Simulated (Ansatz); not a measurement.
Write a Python script for Ansatz 0.2.0 through its Python package that makes a dielectric-dependent hybrid calculation of NaH, space group Fm-3m. Use (first run): PBE, PAW, cutoff 510 eV, 4×4×4 k-points, fixed occupations.

```
CELL_PARAMETERS angstrom
0.00000 2.44000 2.44000
2.44000 0.00000 2.44000
2.44000 2.44000 0.00000
ATOMIC_POSITIONS crystal
Na 0.00000 0.00000 0.00000
H 0.50000 0.50000 0.50000
```

`nah_ddh.py`
```python
# -*- coding: utf-8 -*-
'''Dielectric-dependent hybrid for NaH.'''

import warnings

import ansatz
from ase import Atoms
import numpy as np

params = {
    'ecut': 510,
    'occupations': 'fixed',
}


def count_gap(report):
    # lowest empty less highest filled band, counting bands; zero where they overlap
    return max(report.get('gap_by_band_count_ev') or 0.0, 0.0)

warnings.simplefilter('ignore', ansatz.DeckWarning)

atoms = Atoms(
    ['Na', 'H'],
    scaled_positions=[
        [0.0, 0.0, 0.0],
        [0.5, 0.5, 0.5],
    ],
    cell=[
        [0.0, 2.44, 2.44],
        [2.44, 0.0, 2.44],
        [2.44, 2.44, 0.0],
    ],
    pbc=True,
)
xtal = ansatz.Crystal.from_ase(atoms)

setup = xtal.calculation()
setup = setup.kpoints(4)
setup = setup.basis(params['ecut'])
setup = setup.occupations(params['occupations'])
setup = setup.band_table()
semilocal = setup.functional('pbe').run(threads=1).report
hybrid = setup.functional(exchange='pbe', correlation='pbe', exact_fraction='inverse_dielectric').run(threads=1).report
alpha = hybrid['hybrid']['exact_exchange_fraction']
print(f'fraction of exact exchange {alpha:.4f}, so eps_inf = {1 / alpha:.2f}')
print(f'gap by band count: {count_gap(semilocal):.3f} eV semilocal, {count_gap(hybrid):.3f} eV hybrid')
```

```console
$ python nah_ddh.py
fraction of exact exchange 0.3206, so eps_inf = 3.12
gap by band count: 3.715 eV semilocal, 5.971 eV hybrid
```

The fraction is 0.3206, one over a mean dielectric constant (a third of the trace) of 3.12. It opens the gap from 3.715 to 5.971 eV, by 2.26 eV.

Notes:
- The k-point mesh is coarse, and energy and stress weren't tested for convergence.
- The starting cell is as deposited in a crystallographic database; the results hold for this polymorph, which needn't be the stable one.
- Gaps and levels are Kohn-Sham values on a finite set of k-points.
- The gaps are those of a coarse mesh; the run finds the dielectric constant of the semilocal functional on meshes of its own.
- Finished in 10 s on 1 thread of Arm Neoverse V1, with other jobs on the host, peak memory 0.53 GiB.
